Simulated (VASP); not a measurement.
A run of VASP 6.6.1:

INCAR

```
PREC = Accurate
ENCUT = 600
EDIFF = 1E-6
ISMEAR = 0
SIGMA = 0.02
LREAL = False
LASPH = True
NELM = 80
ALGO = Normal
ISIF = 3
LWAVE = False
LCHARG = False
GGA = PE
IBRION = 2
NSW = 100
EDIFFG = -0.01
```

The input KPOINTS:

```
Automatic mesh
0
Gamma
  9 9 6
```

POSCAR

```
ZnO
1.0
    3.4465708820      0.0000000000      0.0000000000
   -1.7232854410      2.9848179398      0.0000000000
    0.0000000000      0.0000000000      4.6082622446
Zn O
2 2
Direct
    0.3333333333      0.6666666667      0.2500000000
    0.6666666667      0.3333333333      0.7500000000
    0.6666666667      0.3333333333      0.2500000000
    0.3333333333      0.6666666667      0.7500000000
```

Potentials or basis: VASP PAW PBE potentials, release 64 (Zn, O).

Command:

```bash
$ cat potpaw_PBE.64/Zn/POTCAR potpaw_PBE.64/O/POTCAR > POTCAR
$ mpirun -np 1 vasp_std > vasp.out
```

Hardware: 1 thread of Intel(R) Xeon(R) Platinum 8488C (Sapphire Rapids), on a shared host.

Estimate the wall time of this run.

Wall time 69 s on 1 thread of Intel(R) Xeon(R) Platinum 8488C (Sapphire Rapids) (shared host), peak memory 0.21 GiB. Counts: scf iterations 29, k points 48, ion steps 3.
